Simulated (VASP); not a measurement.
# CdTe in VASP: one cell, several levels of theory, part 1 of 2

Zincblende CdTe, under -1.2 % biaxial strain in x and y, free along z is computed at one geometry. Runs: PBE, r2SCAN. The results are then set beside those of Ansatz 0.2.0 for the same cell.

Code: VASP 6.6.1. PAW datasets, plane waves. Calculated at 0 K for a non-magnetic cell.

**1. The system as given**

The cell comes from an earlier relaxation with r2SCAN in another program, then strained, with the atoms relaxed again.

The symmetry is I-4m2 (No. 119, tetragonal); a = 4.582 Å, c = 6.663 Å in the conventional setting, 34.97 Å³ an atom. Around Cd lie 4 Te at 2.83 Å; around Te lie 4 Cd at 2.83 Å.

The structure in full:

```xyz
2
Lattice="0.0000 3.2396 3.3317 3.2396 0.0000 3.3317 3.2396 3.2396 0.0000" Properties=species:S:1:pos:R:3 pbc="T T T"
Cd    0.0000    0.0000    0.0000
Te    1.6198    1.6198    1.6658
```

**2. Single point with PBE**

Input file INCAR:

```
ENCUT = 520.000000
SIGMA = 0.020000
EDIFF = 1.00e-07
GGA = PE
PREC = Accurate
IBRION = -1
ISIF = 2
ISMEAR = -1
NBANDS = 16
NELM = 120
NSW = 0
LASPH = .TRUE.
LCHARG = .FALSE.
LWAVE = .FALSE.
LREAL = .FALSE.
```

Input file KPOINTS:

```
KPOINTS created by Atomic Simulation Environment
0
Gamma
6 6 6
0 0 0
```

Input file KPOINTS_OPT:

```
special points
6
Reciprocal
0.0000000000 0.0000000000 0.0000000000 1
-0.5000000000 -0.5000000000 0.0000000000 1
-0.3750000000 -0.3750000000 0.2500000000 1
-0.3750000000 0.0000000000 0.3750000000 1
0.0000000000 0.0000000000 0.5000000000 1
-0.5000000000 -0.2500000000 0.2500000000 1
```

Input file POSCAR:

```
Cd Te
 1.0000000000000000
     0.0000000000000000    3.2396116692999999    3.3316974651000000
     3.2396116692999999    0.0000000000000000    3.3316974651000000
     3.2396116692999999    3.2396116692999999    0.0000000000000000
 Cd  Te
   1   1
Cartesian
  0.0000000000000000  0.0000000000000000  0.0000000000000000
  1.6198058346499999  1.6198058346499999  1.6658487325500000
```

Potentials: the recommended PBE PAW datasets, 18 valence electrons in the neutral cell.

Run with:

```console
$ mpirun -np 1 vasp_std
```

Printed to the terminal (iteration lines stand in OSZICAR):

```text
POSCAR found type information on POSCAR CdTe
 POSCAR found :  2 types and       2 ions
 LDA part: xc-table for (Slater+PW92), standard interpolation
 POSCAR, INCAR and KPOINTS ok, starting setup
 FFT: planning ... GRIDC
 FFT: planning ... GRID_SOFT
 FFT: planning ... GRID
 WAVECAR not read
 entering main loop
 Start KPOINTS_OPT (optional k-point list driver)
k-point batch [1-6\6]
```

OSZICAR:

```text
N       E                     dE             d eps       ncg     rms          rms(c)
DAV:   1     0.100912412550E+03    0.10091E+03   -0.83145E+03   968   0.972E+02
DAV:   2    -0.128687570504E+01   -0.10220E+03   -0.97130E+02  1160   0.235E+02
DAV:   3    -0.499090254418E+01   -0.37040E+01   -0.36984E+01  1200   0.464E+01
DAV:   4    -0.502579626726E+01   -0.34894E-01   -0.34892E-01  1464   0.395E+00
DAV:   5    -0.502591208308E+01   -0.11582E-03   -0.11582E-03  1288   0.198E-01    0.530E+00
DAV:   6    -0.480690385922E+01    0.21901E+00   -0.37381E-01  1144   0.718E+00    0.437E+00
DAV:   7    -0.479134783009E+01    0.15556E-01   -0.10550E-01  1112   0.209E+00    0.170E+00
DAV:   8    -0.479230772229E+01   -0.95989E-03   -0.10579E-02  1112   0.116E+00    0.456E-01
DAV:   9    -0.479264084764E+01   -0.33313E-03   -0.97611E-04  1176   0.324E-01    0.104E-01
DAV:  10    -0.479269828959E+01   -0.57442E-04   -0.11235E-04  1200   0.102E-01    0.552E-02
DAV:  11    -0.479273838643E+01   -0.40097E-04   -0.81280E-05  1160   0.572E-02    0.376E-02
DAV:  12    -0.479273747178E+01    0.91466E-06   -0.31688E-06  1208   0.141E-02    0.235E-02
DAV:  13    -0.479273717207E+01    0.29970E-06   -0.80555E-07  1232   0.428E-03    0.121E-02
DAV:  14    -0.479273726460E+01   -0.92529E-07   -0.87084E-07  1128   0.540E-03
   1 F= -.47927373E+01 E0= -.47927373E+01  d E =-.742991E-09
       N       E                     dE             ncg
DAV:   1     0.750186068279E+03   -0.25881E+04      200
DAV:   2     0.174215916576E+03   -0.57597E+03      224
DAV:   3     0.154473413660E+03   -0.19743E+02      240
DAV:   4     0.154304416529E+03   -0.16900E+00      304
DAV:   5     0.154304128944E+03   -0.28758E-03      240
DAV:   6     0.154304122878E+03   -0.60653E-05      304
DAV:   7     0.154304122823E+03   -0.55039E-07      240
```

The lines after F= are the extra pass for the points of KPOINTS_OPT, at fixed density; their E is not a total energy.

Parts of OUTCAR:

```text
k-points           NKPTS =     30   k-points in BZ     NKDIM =     30   number of bands    NBANDS=     16

   NELECT =      18.0000    total number of electrons

   dimension x,y,z NGX =    36 NGY =   36 NGZ =   36
   dimension x,y,z NGXF=    72 NGYF=   72 NGZF=   72

  energy-cutoff  :      520.00
  volume of cell :       69.93
      direct lattice vectors                 reciprocal lattice vectors
     0.000000000  3.239611669  3.331697465    -0.154339486  0.154339486  0.150073650
     3.239611669  0.000000000  3.331697465     0.154339486 -0.154339486  0.150073650
     3.239611669  3.239611669  0.000000000     0.154339486  0.154339486 -0.150073650

 k-points in reciprocal lattice and weights: KPOINTS created by Atomic Simulation Env
   0.00000000  0.00000000  0.00000000       0.005
   0.16666667 -0.00000000  0.00000000       0.037
   0.33333333 -0.00000000  0.00000000       0.037
   0.50000000 -0.00000000  0.00000000       0.019
   0.16666667  0.16666667  0.00000000       0.009
   0.33333333  0.16666667  0.00000000       0.037
   0.50000000  0.16666667  0.00000000       0.037
  -0.33333333  0.16666667  0.00000000       0.037
[... 22 more k-points ...]

 E-fermi :   2.4701

 k-point     1 :       0.0000    0.0000    0.0000
  band No.  band energies     occupation
      1      -8.9125      2.00000
      2      -6.0982      2.00000
      3      -6.0911      2.00000
      4      -6.0911      2.00000
      5      -5.8550      2.00000
      6      -5.8519      2.00000
      7       2.0427      2.00000
      8       2.1374      2.00000
      9       2.1374      2.00000
     10       2.7903      0.00000
     11       6.7254      0.00000
     12       6.7254      0.00000
     13       6.7336      0.00000
     14       9.5325      0.00000
     15      11.2061      0.00000
     16      11.6072      0.00000

 k-point     2 :       0.1667   -0.0000    0.0000
  band No.  band energies     occupation
      1      -8.8189      2.00000
      2      -6.0790      2.00000
      3      -6.0739      2.00000
      4      -6.0129      2.00000
      5      -5.8550      2.00000
      6      -5.8537      2.00000
      7       0.4017      2.00000
      8       1.8492      2.00000
      9       1.9330      2.00000
     10       3.8961      0.00000
     11       6.7983      0.00000
     12       7.0630      0.00000
     13       7.0651      0.00000
     14      10.3787      0.00000
     15      10.5986      0.00000
     16      10.6775      0.00000

 k-point     3 :       0.3333   -0.0000    0.0000
  band No.  band energies     occupation
      1      -8.6322      2.00000
      2      -6.0499      2.00000
      3      -6.0437      2.00000
      4      -5.8521      2.00000
      5      -5.8504      2.00000
      6      -5.7485      2.00000
      7      -1.3674      2.00000
      8       1.4695      2.00000
      9       1.5888      2.00000
     10       3.9952      0.00000
     11       7.2696      0.00000
     12       7.3948      0.00000
     13       8.3071      0.00000
     14      10.1728      0.00000
     15      10.9533      0.00000
     16      10.9863      0.00000

 k-point     4 :       0.5000   -0.0000    0.0000
  band No.  band energies     occupation
      1      -8.5409      2.00000
      2      -6.0388      2.00000
      3      -6.0316      2.00000
      4      -5.8478      2.00000
      5      -5.8428      2.00000
      6      -5.5225      2.00000
      7      -2.1643      2.00000
      8       1.3041      2.00000
      9       1.4389      2.00000
     10       3.8902      0.00000
     11       7.2326      0.00000
     12       7.3840      0.00000
     13       9.1688      0.00000
     14      10.6517      0.00000
     15      12.2684      0.00000
     16      12.4231      0.00000

 k-point     5 :       0.1667    0.1667    0.0000
  band No.  band energies     occupation
      1      -8.7913      2.00000
      2      -6.0567      2.00000
      3      -6.0567      2.00000
      4      -6.0161      2.00000
      5      -5.8646      2.00000
      6      -5.8456      2.00000
      7       0.3284      2.00000
      8       1.5806      2.00000
      9       1.5806      2.00000
     10       4.5000      0.00000
     11       5.9041      0.00000
     12       7.6439      0.00000
     13       7.6439      0.00000
     14       9.1614      0.00000
     15      11.1442      0.00000
     16      11.8311      0.00000

 k-point     6 :       0.3333    0.1667    0.0000
  band No.  band energies     occupation
      1      -8.6379      2.00000
      2      -6.0362      2.00000
      3      -6.0232      2.00000
      4      -5.8905      2.00000
      5      -5.8418      2.00000
      6      -5.7888      2.00000
      7      -0.9660      2.00000
      8       1.0255      2.00000
      9       1.2061      2.00000
     10       4.9504      0.00000
     11       6.2161      0.00000
     12       7.7877      0.00000
     13       8.2400      0.00000
     14       9.8893      0.00000
     15      11.8341      0.00000
     16      11.8446      0.00000

 k-point     7 :       0.5000    0.1667    0.0000
  band No.  band energies     occupation
      1      -8.5157      2.00000
      2      -6.0245      2.00000
      3      -6.0085      2.00000
      4      -5.8638      2.00000
      5      -5.8447      2.00000
      6      -5.5051      2.00000
      7      -1.9748      2.00000
      8       0.4760      2.00000
      9       1.1383      2.00000
     10       4.8886      0.00000
     11       6.7907      0.00000
     12       8.0981      0.00000
     13       8.7397      0.00000
     14      10.8536      0.00000
     15      11.9818      0.00000
     16      12.3929      0.00000

 k-point     8 :      -0.3333    0.1667    0.0000
  band No.  band energies     occupation
      1      -8.5422      2.00000
      2      -6.0260      2.00000
      3      -6.0216      2.00000
      4      -5.8580      2.00000
      5      -5.8548      2.00000
      6      -5.5693      2.00000
      7      -1.7305      2.00000
      8       0.3434      2.00000
      9       1.4204      2.00000
     10       4.9136      0.00000
     11       7.0607      0.00000
     12       7.7739      0.00000
     13       8.3525      0.00000
     14      10.5853      0.00000
     15      11.2355      0.00000
     16      12.4622      0.00000

[... the tables of k-points 9 to 30 left out ...]

  Total        0.7157236      0.7157236      0.5153931      0.0000000     -0.0000000      0.0000000
  in kB       16.3973788     16.3973788     11.8077654      0.0000000     -0.0000000      0.0000000
  external PRESSURE =      14.8675077 kB  Pullay stress =       0.0000000 kB

 POSITION                                       TOTAL-FORCE (eV/Angst)
 -----------------------------------------------------------------------------------
      0.00000      0.00000      0.00000        -0.000000      0.000000      0.000000
      1.61981      1.61981      1.66585         0.000000     -0.000000     -0.000000
 -----------------------------------------------------------------------------------
    total drift:                               -0.000000     -0.000000     -0.000001

  FREE ENERGIE OF THE ION-ELECTRON SYSTEM (eV)
  ---------------------------------------------------
  free  energy   TOTEN  =        -4.7927372646 eV

  energy  without entropy=       -4.7927372639  energy(sigma->0) =       -4.79273726
```

Hardware: 1 MPI rank of Intel Xeon Platinum 8488C, shared host.

The levels at the points of KPOINTS_OPT are read from vasprun.xml.

Levels at the named points, in eV from the top of band v (v: the last filled band by count, c: the next):

```
point    v−1      v     c   c+1
    Γ   0.00   0.00  0.65  4.59
    X  -1.72  -1.72  2.71  2.78
    U  -2.46  -1.42  2.98  4.56
    K  -2.46  -1.54  2.83  4.40
    L  -0.83  -0.70  1.75  5.10
    W  -2.24  -2.12  4.18  4.70
```

The PBE gap is 0.65 eV, direct at Γ. Pressure: 1.49 GPa; the forces vanish within 0.01 eV/Å.

(Continued in part 2 of 2.)
